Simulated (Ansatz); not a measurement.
# ZrN (Fm-3m) in Ansatz: notebook

The runs below take ZrN through single point, with PBE.

All numbers are computed with Ansatz 0.2.0; they aren't measurements. Logs are shortened: lines on timing, memory, paths and dates and some standing lists are left out, and cuts for length are marked.

### 1 The structure

Symmetry: Fm-3m, No. 225, cubic system. Conventional cell: a = 4.600 Å, b = 4.600 Å, c = 4.600 Å, α = 90.00°, β = 90.00°, γ = 90.00°. Around Zr (site symmetry m-3m) lie 6 N at 2.30 Å. Around N (site symmetry m-3m) lie 6 Zr at 2.30 Å.

### 2 Single point, PBE

input.yaml

```yaml
crystal:
  lattice:
    - [0.0, 2.3, 2.3]
    - [2.3, 0.0, 2.3]
    - [2.3, 2.3, 0.0]
  atoms:
    - { symbol: Zr, position: [0.5, 0.5, 0.5] }
    - { symbol: "N", position: [0.0, 0.0, 0.0] }
hamiltonian:
  xc: pbe
  pseudopotentials: { kind: paw }
kpoints:
  mp_grid: { grid: [10, 10, 10] }
scf:
  occupations: { method: gaussian, width: 0.021 }
output:
  forces: true
  stress: true
  eigenvalues: true
```

Potentials or basis: Ansatz PAW.

Run with:

```console
> ansatz run input.yaml --threads 2 --pin off --max-ram 5632MiB --backend cpu --events-out ev --progress --plain --runs-dir out
```

What it wrote:

```text
Warning: RAYON_NUM_THREADS=2 ignored (pool sized by the plan → 2); use --threads N
Engine: ansatz 0.2.0, aarch64-unknown-linux-gnu
Pseudopotentials: kind: paw
Pseudopotential: Zr, paw, valence charge 12, recommended cutoff 420 eV (normal), Zr.paw.azcp
Pseudopotential: N, paw, valence charge 5, recommended cutoff 420 eV (normal), N.paw.azcp
Functional definition: PBE
  parameter kappa = 0.804
  parameter beta = 0.06672455060314922
  exchange = pbe_x(kappa = kappa, mu = beta*pi^2/3)
  correlation = pbe_c(beta = beta)
Crystal: 2 atoms, lattice volume = 24.334 Å³
Basis set: ecut = 420 eV, 531 PW (Γ), exchange–correlation on 48×48×48 points (8 copies of the dense FFT grid, shifted against one another)
Bands: 13, of which v1, the nominal top of the filled ones, is band 9 counted from 1 (8 counted from 0)
Symmetry: 48 space group operations
Space group: Fm-3m (ITA 225), of the structure as read, at distance tolerance 2.9e-5 Å
k-points: 47 of 1000
Non-local potential: Zr, projectors of the file, l = 0: 3, l = 1: 2, l = 2: 2, l = 3: 2
Non-local potential: N, projectors of the file, l = 0: 2, l = 1: 2, l = 2: 1
PAW form: soft (Blöchl's): semilocal exchange-correlation on the pseudo side does not see the compensation charge
PAW one-centre angular grid: Zr, 590 points (default); XC on 64 Gauss nodes
PAW one-centre angular grid: N, 110 points (default); XC on 64 Gauss nodes
Initial density: superposition of atomic densities (neutral atoms: chi_scale 0, normalization atom), corrected by the library's trained network
Initial wavefunctions: pseudopotential atomic-orbital guess
Functional: x = pbe(κ = 0.804, μ = 0.2195149727645171), c = pbe(β = 0.06672455060314922)
SCF iter   1: F=—  HF=-4571.306265 eV  |F-HF|=—  |Δ(HF+E_count)|=         —  Δρ=7.74e-4  dr2=6.98e-5  ethr=1.77e-3  ⟨swp⟩=5.5  Hψ=3072  notcnv=0
preconditioner: auto → none  [metal: Δε(μ)=0.014 eV  Ē_g=18.798 eV  σ=0.021 eV  W_gap=0.36  n_scr=8 (ndim 8)  ℏωp=29.2 eV  f_vac=0.000  D(μ)=1.70/eV (n_scr^D=14)  sad-step TF]
SCF iter   2: F=—  HF=-4571.306078 eV  |F-HF|=—  |Δ(HF+E_count)|=   1.87e-4  Δρ=3.59e-4  dr2=1.45e-5  ethr=4.10e-7  ⟨swp⟩=2.1  Hψ=1426  notcnv=0
SCF iter   3: F=—  HF=-4571.306111 eV  |F-HF|=—  |Δ(HF+E_count)|=   3.35e-5  Δρ=1.14e-4  dr2=2.44e-6  ethr=8.51e-8  ⟨swp⟩=2.4  Hψ=811  notcnv=0
SCF iter   4: F=—  HF=-4571.306112 eV  |F-HF|=—  |Δ(HF+E_count)|=   4.60e-7  Δρ=2.95e-5  dr2=1.87e-7  ethr=1.43e-8  ⟨swp⟩=2.3  Hψ=930  notcnv=0
iter 5 did not close the SCF: its close was put off for the readings that it lacked (scf_convergence_deferred on its scf_iter line)
SCF iter   5: F=-4571.306112 eV  HF=-4571.306112 eV  |F-HF|=7.48e-10  |Δ(HF+E_count)|=   4.96e-8  Δρ=4.01e-6  dr2=2.56e-9  ethr=1.10e-9  ⟨swp⟩=2.0  Hψ=994  notcnv=0
SCF iter   6: F=-4571.306112 eV  HF=-4571.306112 eV  |F-HF|=2.10e-10  |Δ(HF+E_count)|=   2.22e-9  Δρ=1.42e-6  dr2=3.31e-10  ethr=1.51e-11  ⟨swp⟩=2.9  Hψ=2022  notcnv=0
SCF 1 converged in 6 iterations: F = -4571.306112 eV  dr2 = 3.31e-10
SCF converged after 6 iterations
Free energy (F): -4571.306112 eV
Harris-Foulkes:  -4571.306112 eV  (|F-HF|=2.10e-10)
Internal energy: -4571.305738 eV  (E = F + TS)
E sigma→0 (E₀):  -4571.305925 eV
Entropy (-TS):   -0.000373 eV (-0.187 meV/atom)
Fermi energy:    17.533011 eV
--- Per-component energies (eV) ---
  E_band       = -29.000779
  E_kinetic    = 466.906081
  E_local      = -628.597185  (includes V_loc(G=0)·N_el)
  E_nonlocal   = 123.165517
  E_hartree    = 189.144375
  E_xc         = -224.089969
  E_vxc        = -270.508386  (∫ρ·V_xc dr)
  E_paw        = -3080.393617  (= ΣΔE_a)
  E_vpaw       = -98.255285  (= ΣTr[D̂ρ^β])
  E_aug_tail   = 0.000114  (compensation charges beyond the density's cutoff)
  E_ewald      = -1417.441055
  E_smearing   = -0.000373  (= −TS)
  E_closure    = 0.000000  (closes the sum)
  Σ components = -4571.306112   (vs F -4571.306112, Δ=0.00e0)
--- Forces (eV/Å), atoms counted from 1 ---
  atom   1  Zr     0.00000000    -0.00000000     0.00000000
  atom   2  N     -0.00000000     0.00000000    -0.00000000
  max |Σ_I F_I| component: 2.96e-29 eV/Å
--- Stress (GPa, compression-positive) ---
       -0.858906       0.000000       0.000000
        0.000000      -0.858906      -0.000000
        0.000000      -0.000000      -0.858906
  P = ⅓ Tr σ = -0.8589 GPa (-8.589 kbar)
--- Band table (eV; the first three rows and the last of 47) ---
  k-point 0: bands = ["-32.1033", "-9.7364", "-9.7364", "-9.7364", "1.2510", "14.8432", "14.8432", "14.8432", "17.1071", "17.1071", "17.1071", "19.0649", "19.0649"]
  k-point 1: bands = ["-32.0906", "-9.8552", "-9.7452", "-9.7452", "1.4474", "14.0602", "14.3150", "14.3150", "17.3620", "17.3942", "17.3942", "19.7610", "19.7610"]
  k-point 2: bands = ["-32.0570", "-10.1526", "-9.7681", "-9.7681", "1.9624", "12.6161", "13.3715", "13.3715", "17.8064", "18.0989", "18.0989", "21.2891", "21.2891"]
  k-point 46: bands = ["-31.9238", "-10.4455", "-10.2762", "-10.1360", "2.3116", "12.2783", "12.7593", "12.8328", "17.4912", "19.5179", "21.9759", "21.9821", "23.2564"]
```

It took 0.76 s on 2 threads of Arm Neoverse V1, shared host; peak memory 0.28 GiB.

Results:

```yaml
Free_energy: -4571.3061 eV
Pressure: -0.9 GPa
Band_gap_on_the_k_mesh: none (metal or under the smearing width)
```

Levels at points of the mesh, in eV from the Fermi level:
```
             k point  band 5  band 6  band 7  band 8  band 9  band 10  band 11  band 12  band 13
  (0.00, 0.00, 0.00)  -16.28   -2.69   -2.69   -2.69   -0.43    -0.43    -0.43     1.53     1.53
 (0.00, 0.00, -0.50)  -14.12   -7.65   -5.68   -5.68    2.94     3.01     3.01     4.67     7.57
(0.00, -0.50, -0.50)  -15.74   -4.61   -3.47   -3.20   -3.20     3.29     4.43     4.43     4.81
```

Caveat: the pressure holds a Pulay correction of +0.4 GPa for the finite cutoff.

### 3 Single point, PBE

Edit input.yaml of step 2 so:

```diff
@@ -14,3 +14,3 @@
 scf:
-  occupations: { method: gaussian, width: 0.021 }
+  occupations: { method: gaussian, width: 0.022 }
 output:
```

Potentials or basis: Ansatz PAW.

Run with:

```console
> ansatz run input.yaml --threads 2 --pin off --max-ram 5632MiB --backend cpu --events-out ev --progress --plain --runs-dir out
```

What it wrote:

```text
Warning: RAYON_NUM_THREADS=2 ignored (pool sized by the plan → 2); use --threads N
[... 9 set-up lines as earlier in the session ...]
Crystal: 2 atoms, lattice volume = 24.334 Å³
Basis set: ecut = 420 eV, 531 PW (Γ), exchange–correlation on 48×48×48 points (8 copies of the dense FFT grid, shifted against one another)
Bands: 13, of which v1, the nominal top of the filled ones, is band 9 counted from 1 (8 counted from 0)
[... 2 set-up lines as earlier in the session ...]
k-points: 47 of 1000
[... 8 set-up lines as earlier in the session ...]
SCF iter   1: F=—  HF=-4571.306283 eV  |F-HF|=—  |Δ(HF+E_count)|=         —  Δρ=7.74e-4  dr2=6.98e-5  ethr=1.77e-3  ⟨swp⟩=5.5  Hψ=3069  notcnv=0
preconditioner: auto → none  [metal: Δε(μ)=0.014 eV  Ē_g=18.798 eV  σ=0.022 eV  W_gap=0.35  n_scr=8 (ndim 8)  ℏωp=29.2 eV  f_vac=0.000  D(μ)=1.65/eV (n_scr^D=14)  sad-step TF]
SCF iter   2: F=—  HF=-4571.306096 eV  |F-HF|=—  |Δ(HF+E_count)|=   1.87e-4  Δρ=3.59e-4  dr2=1.45e-5  ethr=4.11e-7  ⟨swp⟩=2.1  Hψ=1423  notcnv=0
SCF iter   3: F=—  HF=-4571.306129 eV  |F-HF|=—  |Δ(HF+E_count)|=   3.35e-5  Δρ=1.14e-4  dr2=2.44e-6  ethr=8.52e-8  ⟨swp⟩=2.4  Hψ=813  notcnv=0
SCF iter   4: F=—  HF=-4571.306130 eV  |F-HF|=—  |Δ(HF+E_count)|=   4.59e-7  Δρ=2.95e-5  dr2=1.86e-7  ethr=1.44e-8  ⟨swp⟩=2.3  Hψ=930  notcnv=0
iter 5 did not close the SCF: its close was put off for the readings that it lacked (scf_convergence_deferred on its scf_iter line)
SCF iter   5: F=-4571.306130 eV  HF=-4571.306130 eV  |F-HF|=7.28e-10  |Δ(HF+E_count)|=   4.90e-8  Δρ=4.00e-6  dr2=2.56e-9  ethr=1.09e-9  ⟨swp⟩=2.0  Hψ=994  notcnv=0
SCF iter   6: F=-4571.306130 eV  HF=-4571.306130 eV  |F-HF|=2.10e-10  |Δ(HF+E_count)|=   1.93e-9  Δρ=1.42e-6  dr2=3.28e-10  ethr=1.51e-11  ⟨swp⟩=2.9  Hψ=2024  notcnv=0
SCF 1 converged in 6 iterations: F = -4571.306130 eV  dr2 = 3.28e-10
SCF converged after 6 iterations
Free energy (F): -4571.306130 eV
Harris-Foulkes:  -4571.306130 eV  (|F-HF|=2.10e-10)
Internal energy: -4571.305732 eV  (E = F + TS)
E sigma→0 (E₀):  -4571.305931 eV
Entropy (-TS):   -0.000397 eV (-0.199 meV/atom)
Fermi energy:    17.532844 eV
--- Per-component energies (eV) ---
  E_band       = -29.000952
  E_kinetic    = 466.905973
  E_local      = -628.596926  (includes V_loc(G=0)·N_el)
  E_nonlocal   = 123.165533
  E_hartree    = 189.144194
  E_xc         = -224.089967
  E_vxc        = -270.508381  (∫ρ·V_xc dr)
  E_paw        = -3080.393597  (= ΣΔE_a)
  E_vpaw       = -98.255268  (= ΣTr[D̂ρ^β])
  E_aug_tail   = 0.000114  (compensation charges beyond the density's cutoff)
  E_ewald      = -1417.441055
  E_smearing   = -0.000397  (= −TS)
  E_closure    = 0.000000  (closes the sum)
  Σ components = -4571.306130   (vs F -4571.306130, Δ=0.00e0)
--- Forces (eV/Å), atoms counted from 1 ---
  atom   1  Zr     0.00000000    -0.00000000    -0.00000000
  atom   2  N     -0.00000000     0.00000000     0.00000000
  max |Σ_I F_I| component: 3.91e-29 eV/Å
--- Stress (GPa, compression-positive) ---
       -0.858636       0.000000      -0.000000
        0.000000      -0.858636       0.000000
        0.000000       0.000000      -0.858636
  P = ⅓ Tr σ = -0.8586 GPa (-8.586 kbar)
--- Band table (eV; the first three rows and the last of 47) ---
  k-point 0: bands = ["-32.1033", "-9.7364", "-9.7364", "-9.7364", "1.2510", "14.8431", "14.8431", "14.8431", "17.1071", "17.1071", "17.1071", "19.0649", "19.0649"]
  k-point 1: bands = ["-32.0906", "-9.8552", "-9.7452", "-9.7452", "1.4474", "14.0602", "14.3150", "14.3150", "17.3620", "17.3942", "17.3942", "19.7609", "19.7609"]
  k-point 2: bands = ["-32.0570", "-10.1526", "-9.7681", "-9.7681", "1.9624", "12.6161", "13.3715", "13.3715", "17.8064", "18.0989", "18.0989", "21.2891", "21.2891"]
  k-point 46: bands = ["-31.9238", "-10.4456", "-10.2763", "-10.1361", "2.3116", "12.2783", "12.7593", "12.8328", "17.4912", "19.5179", "21.9759", "21.9821", "23.2564"]
```

It took 0.74 s on 2 threads of Arm Neoverse V1, shared host; peak memory 0.28 GiB.

What came out:

```
Free energy            : -4571.3061 eV
Pressure               : -0.9 GPa
Band gap on the k mesh : none (metal or under the smearing width)
```

Levels at points of the mesh, in eV from the Fermi level:
```
             k point  band 5  band 6  band 7  band 8  band 9  band 10  band 11  band 12  band 13
  (0.00, 0.00, 0.00)  -16.28   -2.69   -2.69   -2.69   -0.43    -0.43    -0.43     1.53     1.53
 (0.00, 0.00, -0.50)  -14.12   -7.65   -5.68   -5.68    2.94     3.01     3.01     4.67     7.57
(0.00, -0.50, -0.50)  -15.74   -4.61   -3.47   -3.20   -3.20     3.29     4.43     4.43     4.81
```

Caveat: the pressure holds a Pulay correction of +0.4 GPa for the finite cutoff.
